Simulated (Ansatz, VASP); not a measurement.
# Sn: VASP beside Ansatz

```
Sn
1.0
     0.00000    3.19384    3.19384
     3.19384    0.00000    3.19384
     3.19384    3.19384    0.00000
Sn
2
Direct
  0.50000 0.50000 0.50000
  0.75000 0.75000 0.75000
```

Alike in both runs: functional LDA; k mesh 14 × 14 × 14; occupations fermi-dirac, width 0.1 eV; no spin polarisation.

Ansatz relaxed the structure, and its values are those at the end. VASP's run is a single point on that final structure, the one shown.

|  | VASP | Ansatz |
| --- | --- | --- |
| version | VASP 6.6.1 | Ansatz 0.2.0 |
| potentials or method | VASP PAW LDA potentials, release 64 (Sn_d) | PAW with Ansatz's default frozen-core files, scalar-relativistic |
| plane-wave cutoff (eV) | 520 | 420 |
| valence electrons in the cell | 28 | 28 |

|  | VASP | Ansatz | Ansatz less VASP |
| --- | --- | --- | --- |
| pressure (GPa) | 2.0 | 2.0 | -0.02 |
